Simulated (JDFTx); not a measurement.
## Ti under changes of volume

One of the cells (17.636 Å³/atom); the others are scaled copies at fixed shape and fractional positions:

```xyz
2
Lattice="2.9500 0.0000 0.0000 -1.4750 2.5548 0.0000 0.0000 0.0000 4.6800" Properties=species:S:1:pos:R:3 pbc="T T T"
Ti    1.4750    0.8516    3.5100
Ti    0.0000    1.7032    1.1700
```

* Program: JDFTx 1.7.0 (patched build)
* Functional: PBEsol
* Potentials or basis: PseudoDojo-SR-PBEsol-0.4.1-standard with smoothed tails
* Cutoff: 1143 eV
* Density cutoff: 9143 eV
* k mesh: 10 × 10 × 6
* Occupations: fermi-dirac, width 0.05 eV
* Spin: no spin polarisation

```tsv
volume (Å³/atom)	energy over the lowest point (meV/atom)	pressure (GPa)
16.577	0.00	1.2
16.930	0.27	-1.3
17.283	5.73	-3.6
17.636	15.93	-5.7
17.988	30.46	-7.5
18.341	?	?
18.694	71.02	-10.8
```

Question: What does the run at 18.341 Å³/atom give?

Answer: Energy over the lowest point 48.94 meV/atom; pressure -9.2 GPa.

Worked out: A Birch-Murnaghan fit of order 3 (a polynomial in V^(-2/3)) to the other rows has its minimum at 16.74 Å³/atom with B0 = V·E''(V) = 118 GPa and B' = 3.4 at fixed shape and positions, which overstates the stiffness. It gives 48.93 meV/atom at 18.341 Å³/atom, against the run's 48.94, and -dE/dV = -9.2 GPa, against -9.2.

Energies are extrapolated to zero smearing.
